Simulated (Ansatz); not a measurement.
Runs of Ansatz 0.2.0 on MnS. The structure is hexagonal, space group P6_3mc (No. 186). Conventional cell: a = 3.954 Å, b = 3.954 Å, c = 6.343 Å, α = 90.00°, β = 90.00°, γ = 120.00°. Mn (site symmetry 3m) has 4 S at 2.36 to 2.42 Å as nearest neighbours. S (site symmetry 3m) is surrounded by 4 Mn at 2.36 to 2.42 Å. The cell is a database's computed one.

| task | level | spin | U | k mesh | smearing | points for each segment of the path | hubbard projectors | double counting | atoms under strain | gap on the mesh (eV) | pressure (GPa) | moment (μB) |
| --- | --- | --- | --- | --- | --- | --- | --- | --- | --- | --- | --- | --- |
| band structure | LDA+U | collinear, antiferromagnetic start | Mn d U = 3 eV | 8 × 8 × 4 | gaussian 0.05 eV | 14 | ortho-atomic (the default) | fll (the default) | - | 1.95 | -1.3 | 0.00 |
| elastic constants | PBEsol | collinear, ferromagnetic start | - | 6 × 6 × 3 | fermi-dirac 0.05 eV | - | - | - | relaxed | none | (b) | 9.78 |
| phonons | PBEsol | collinear, ferromagnetic start | - | 6 × 6 × 3 | fermi-dirac 0.05 eV | - | - | - | - | none | - | 9.77 |
| Born charges and dielectric tensor | BLYP | collinear, random start | - | 8 × 8 × 4 | gaussian 0.05 eV | - | - | - | - | (a) | - | 0.00 |

Alike in all rows: potentials or basis Ansatz PAW; cell as given; cutoff (eV) 420.

Task: Estimate the missing entries.

Result: (a) 0.67; (b) -0.8.

Caveats: the PAW data sets come from PBE, with cores solved anew for the run's functional, which leaves a small shift of forces and pressure; semilocal functionals often make such compounds metallic where correlation or magnetic order opens a gap, which also shifts bond lengths (some runs); the magnetic or orbital state may not be the lowest (some runs); elastic constants of metals need much finer meshes, so these are rough (some runs); the gap is small at this level, which inflates the dielectric constant (some runs).

A k mesh can miss the band edges.

A gap of «none» marks a metal or a gap under the smearing width.

Runs at the PBE level aren't shown here.
